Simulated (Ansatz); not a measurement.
Fm-3m: 4 crystals compared

All 4 crystals share space group Fm-3m (No. 225) and the same kinds of sites, 2 atoms in the primitive cell. They are database entries and needn't be the stable phases. The set is a selection: crystals with an unstable lattice, a very soft shear in a metal or doubtful stress slopes were left out. Cells are relaxed by PAW under the functional.

Quantity: elastic moduli (Hill averages, relaxed ions; θ_D from sound speeds over directions). Level: PBEsol, all-electron LAPW in Ansatz 0.2.0, scalar-relativistic.

```csv
crystal,cell (conventional),k mesh,smearing (eV),B (GPa),G (GPa),C11 (GPa),C44 (GPa),ν,θ_D (K)
ZrC,a = 4.669 Å,18×18×18,0.10,236,170,496,156,0.209,708
HfC,a = 4.607 Å,16×16×16,0.05,248,184,530,168,0.202,538
TaC,a = 4.440 Å,16×16×16,0.10,340,241,791,191,0.214,596
KCl,a = 6.243 Å,6×6×6,none,?,?,?,?,?,?
```

Q: What did the calculation give for KCl?

A: B = 18.5 GPa, G = 10.0 GPa, C11 = 43.2 GPa, C44 = 6.5 GPa, ν = 0.270, θ_D = 229 K.

Known limits: responses of metals move with mesh and smearing (ZrC, HfC, TaC); no spin-orbit coupling on heavy atoms (HfC, TaC).
